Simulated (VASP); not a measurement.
CdSe: single point with PBE

Crystal: CdSe.

```
Cd Se
1.0
     0.00000    3.07027    3.07027
     3.07027    0.00000    3.07027
     3.07027    3.07027    0.00000
Cd Se
1 1
Direct
  0.00000 0.00000 0.00000
  0.25000 0.25000 0.25000
```

Measurements of this composition are mostly on another form, of space group No. 186.

```json
{
 "Program": "VASP 6.6.1",
 "Task": "single point",
 "Functional": "PBE",
 "Potentials or basis": "VASP PAW PBE potentials, release 64 (Cd_GW, Se_GW)",
 "Cutoff": "500 eV",
 "k mesh": "4 × 4 × 4",
 "Occupations": "gaussian, width 0.02 eV",
 "Spin": "no spin polarisation"
}
```

- Pressure: 1.5 GPa
- Band gap on the k mesh: 0.53 eV, direct

Levels at points of the mesh, in eV from the valence-band top:
| k point | band 6 | band 7 | band 8 | band 9 | band 10 | band 11 | band 12 | band 13 |
| --- | --- | --- | --- | --- | --- | --- | --- | --- |
| (0.00, 0.00, 0.00) | -7.53 | 0.00 | 0.00 | 0.00 | 0.53 | 5.91 | 5.91 | 5.91 |
| (0.50, 0.00, 0.00) | -7.25 | -4.23 | -0.71 | -0.71 | 2.34 | 6.42 | 6.42 | 7.31 |
| (0.50, 0.50, 0.00) | -7.19 | -3.96 | -1.76 | -1.76 | 3.18 | 3.72 | 8.95 | 10.03 |

Run time: 6.4 s on 1 thread of Intel(R) Xeon(R) 6975P-C (Granite Rapids) (shared host), peak memory 0.18 GiB.

Caveat: the k mesh is coarse (spacing up to 0.44 Å⁻¹), so the values aren't converged. As with any semilocal functional, this PBE gap is likely too small.
